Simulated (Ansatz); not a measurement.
# WS$_{2}$, one cell by several methods

```yaml
crystal:
  lattice:
    - [1.57900, 0.91164, 6.16333]
    - [-1.57900, 0.91164, 6.16333]
    - [0.00000, -1.82327, 6.16333]
  atoms:
    - { symbol: W, position: [0.00000, 0.00000, 0.00000] }
    - { symbol: S, position: [0.75030, 0.75030, 0.75030] }
    - { symbol: S, position: [0.58100, 0.58100, 0.58100] }
```

Atoms are numbered in the order listed.

The cell is COD entry 9012192, as deposited and not checked against the literature; nothing was relaxed.

No spin–orbit coupling, which matters for the heavy atoms here.

Methods: DFT, PBEsol, PAW with Ansatz's default frozen-core files, scalar-relativistic (Ansatz 0.2.0); DFT, PBEsol, all-electron LAPW, scalar-relativistic (Ansatz 0.2.0).

For PAW: a Γ-centred 15×15×15 k mesh, Fermi–Dirac smearing of 0.03 eV, cutoff 420 eV, no spin polarisation; the PAW files were made with PBE, and the program remakes their frozen cores for this functional. LAPW targets a basis error of 1 meV/atom. The Ansatz runs share mesh, smearing and spin set-up. Plane-wave (PAW) pressures include the program's estimate of the Pulay term.

Stress and pressure are positive in compression.

Levels count from the top of the valence band.

PAW results:

```tsv
quantity	PAW
pressure (GPa)	-0.63
stress xx (GPa)	-0.97
stress zz (GPa)	0.07
force on W1, z (eV/Å)	-0.599
force on S2, z (eV/Å)	0.231
force on S3, z (eV/Å)	0.369
band gap (eV)	0.966
highest filled level at T (eV)	0.000
lowest empty level at T (eV)	2.290
highest filled level at Γ (eV)	-1.237
lowest empty level at Γ (eV)	2.175
highest filled level at S0 (eV)	-0.694
lowest empty level at S0 (eV)	1.202
```

What does LAPW (all electrons) give for the same quantities?


```json
{"quantity": "pressure (GPa)", "LAPW": "-0.58"}
{"quantity": "stress xx (GPa)", "LAPW": "-0.92"}
{"quantity": "stress zz (GPa)", "LAPW": "0.09"}
{"quantity": "force on W1, z (eV/Å)", "LAPW": "-0.599"}
{"quantity": "force on S2, z (eV/Å)", "LAPW": "0.232"}
{"quantity": "force on S3, z (eV/Å)", "LAPW": "0.367"}
{"quantity": "band gap (eV)", "LAPW": "0.970"}
{"quantity": "highest filled level at T (eV)", "LAPW": "0.000"}
{"quantity": "lowest empty level at T (eV)", "LAPW": "2.294"}
{"quantity": "highest filled level at Γ (eV)", "LAPW": "-1.234"}
{"quantity": "lowest empty level at Γ (eV)", "LAPW": "2.178"}
{"quantity": "highest filled level at S0 (eV)", "LAPW": "-0.688"}
{"quantity": "lowest empty level at S0 (eV)", "LAPW": "1.208"}
```
